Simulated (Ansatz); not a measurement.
How an unstable P structure lowers its energy

The calculation used DFT PBE, scalar-relativistic, plane waves, PAW (Ansatz). All cells share a 420 eV cutoff and Γ-centred k meshes spaced at most 0.3 Å⁻¹ (0.19 for metals, 2π included).

The start was the K type (Cmmm, No. 65), relaxed within its symmetry. A cell of 5 atoms (1 times the primitive one) was then disturbed at random, relaxed without symmetry and relaxed once more on a fine mesh. The k mesh leaves about 4 meV/atom of noise in metals. Weakly bound directions are ill-defined at this level, which has no dispersion term.

Before:

Space group Cmmm (No. 65). a = 4.996 Å, b = 8.179 Å, c = 5.830 Å, α = 90.00°, β = 90.00°, γ = 90.00°
```json
{"atom": "P", "site": "8m", "symmetry": "..2", "x": "0.2500", "y": "0.7500", "z": "0.1846"}
{"atom": "P", "site": "2a", "symmetry": "mmm", "x": "0.0000", "y": "0.0000", "z": "0.0000"}
```

After:

```
P
1.0
     5.00216    0.00000    0.00000
     1.61199    4.84414    0.00000
     0.62604    2.12049    4.63058
P
5
Direct
  0.80411 0.60462 0.07048
  0.23014 0.85258 0.49843
  0.78111 0.15292 0.42427
  0.20730 0.44150 0.88896
  0.97733 0.94838 0.11786
```

Problem. Is this a distortion of the same structure or a reconstruction, and what lowers the energy?

Solution. A reconstruction, from Cmmm (No. 65) to P1 (No. 1). Each P has on average 2.8 P contacts in place of 5.6, shorter on average (2.52 → 2.24 Å).

Problem. What does it gain?

Solution. 225 meV/atom, with the volume going from 23.82 to 22.44 Å³/atom.

This form isn't the element's structure at ambient conditions.